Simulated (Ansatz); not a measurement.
# KCl: the cost of one run

Method: DFT PBEsol, scalar-relativistic, in Ansatz 0.2.0.

**1. Starting point**

The structure is cubic, space group Pm-3m (No. 221). Conventional cell: a = 3.634 Å, b = 3.634 Å, c = 3.634 Å, α = 90.00°, β = 90.00°, γ = 90.00°. Around K (site symmetry m-3m) lie 8 Cl at 3.15 Å. Around Cl (site symmetry m-3m) lie 8 K at 3.15 Å.

Structure file:

```
CELL_PARAMETERS angstrom
3.63400 0.00000 0.00000
0.00000 3.63400 0.00000
0.00000 0.00000 3.63400
ATOMIC_POSITIONS crystal
K 0.00000 0.00000 0.00000
Cl 0.50000 0.50000 0.50000
```

Atoms are numbered in the order of the input: K1, Cl2.

**2. After the deformation**

Space group Pm-3m before, P4/mmm after.

**3. LAPW, all electrons**

input.yaml

```yaml
crystal:
  lattice:
    - [3.56132, 0.0, 0.0]
    - [0.0, 3.56132, 0.0]
    - [0.0, 0.0, 3.634]
  atoms:
    - { symbol: K, position: [0.0, 0.0, 0.0] }
    - { symbol: Cl, position: [0.5, 0.5, 0.5] }
kpoints:
  mp_grid: { grid: [7, 7, 7] }
  band_path:
    path:
      - [0.0, 0.0, 0.0]
      - [0.0, 0.5, 0.0]
      - [0.5, 0.5, 0.0]
      - [0.0, 0.0, 0.0]
      - [0.0, 0.0, 0.5]
      - [0.0, 0.5, 0.5]
      - [0.5, 0.5, 0.5]
      - [0.0, 0.0, 0.5]
      - [0.0, 0.5, 0.0]
    npoints: 5
scf:
  occupations: { method: fermi_dirac, width: 0.02 }
hamiltonian:
  xc: pbesol
  pseudopotentials: { kind: all_electron, lapw: { basis_error: 0.0005 } }
output:
  forces: true
  stress: true
  eigenvalues: true
```

Run with:

```sh
> ansatz run input.yaml --threads 1 --pin off --max-ram 3072MiB --backend cpu --events-out ev --progress --plain --runs-dir out
```

What time and memory should one allow on 1 thread of Arm Neoverse V2, shared host?

About 5.1 s, with a peak of 0.26 GiB.
